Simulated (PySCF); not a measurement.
Species: maleic anhydride, C4H2O3.
Numbering: `[O:1]=[C:2]1[CH:3]=[CH:4][C:5](=[O:6])[O:7]1` (hydrogens: H8 on C3; H9 on C4)

The same species was optimised twice, with GFN2-xTB and with PBE0-D3(BJ)/def2-SVP (PySCF), and the same property calculations (PySCF, gas phase) were run on both structures.

```
  coordinate  GFN2-xTB  PBE0-D3(BJ)/def2-SVP  change
   C3=C4 (Å)     1.329                 1.335  +0.006
   C5–O7 (Å)     1.372                 1.376  +0.004
   C2–O7 (Å)     1.372                 1.376  +0.004
   C4–C5 (Å)     1.492                 1.489  -0.003
   C2–C3 (Å)     1.491                 1.489  -0.002
   C5=O6 (Å)     1.189                 1.188  -0.001
   O1=C2 (Å)     1.189                 1.188  -0.001
O1–C2–O7 (°)     123.4                 122.9    -0.5
O6–C5–O7 (°)     123.4                 122.9    -0.5
C2–O7–C5 (°)     110.0                 109.5    -0.5
C4–C5–O7 (°)     107.1                 107.4    +0.3
C3–C2–O7 (°)     107.1                 107.4    +0.3
O1–C2–C3 (°)     129.5                 129.7    +0.2
C4–C5–O6 (°)     129.5                 129.7    +0.2
C2–C3–C4 (°)     107.9                 107.8    -0.1
```

Rotational constants: A = 6921, B = 2483, C = 1827 MHz (GFN2-xTB) against A = 6884, B = 2485, C = 1826 MHz (PBE0-D3(BJ)/def2-SVP). Point groups within 0.08 Å: C2v and C2v.

On the GFN2-xTB structure: HOMO (eV) -8.82 [PBE0/pcSseg-1]; LUMO (eV) -3.30 [PBE0/pcSseg-1]; dipole (D) 4.12 [PBE0/pcSseg-1]; GIAO shielding of O1/O6 (mean) (ppm) -171.0 [PBE0/pcSseg-1]; GIAO shielding of C2/C5 (mean) (ppm) 16.0 [PBE0/pcSseg-1]; GIAO shielding of C3/C4 (mean) (ppm) 42.9 [PBE0/pcSseg-1]; GIAO shielding of O7 (ppm) 31.2 [PBE0/pcSseg-1].

Task: What do these properties become on the PBE0-D3(BJ)/def2-SVP structure?

Result: 
| property | level | on GFN2-xTB | on PBE0-D3(BJ)/def2-SVP | change |
| --- | --- | --- | --- | --- |
| HOMO (eV) | PBE0/pcSseg-1 | -8.82 | -8.82 | 0.00 |
| LUMO (eV) | PBE0/pcSseg-1 | -3.30 | -3.32 | -0.02 |
| dipole (D) | PBE0/pcSseg-1 | 4.12 | 4.18 | +0.06 |
| energy, GFN2-xTB geometry as zero (kcal/mol) | PBE0/pcSseg-1 | 0.0 | -0.1 | -0.1 |
| GIAO shielding of O1/O6 (mean) (ppm) | PBE0/pcSseg-1 | -171.0 | -172.9 | -1.9 |
| GIAO shielding of C2/C5 (mean) (ppm) | PBE0/pcSseg-1 | 16.0 | 16.1 | +0.1 |
| GIAO shielding of C3/C4 (mean) (ppm) | PBE0/pcSseg-1 | 42.9 | 41.3 | -1.6 |
| GIAO shielding of O7 (ppm) | PBE0/pcSseg-1 | 31.2 | 28.8 | -2.4 |

The heavy atoms differ by 0.005 Å rms after alignment. Among bonds between heavy atoms C3=C4 changes most (+0.006 Å). Changes are differences of the printed values. Neither structure is proved a minimum here.
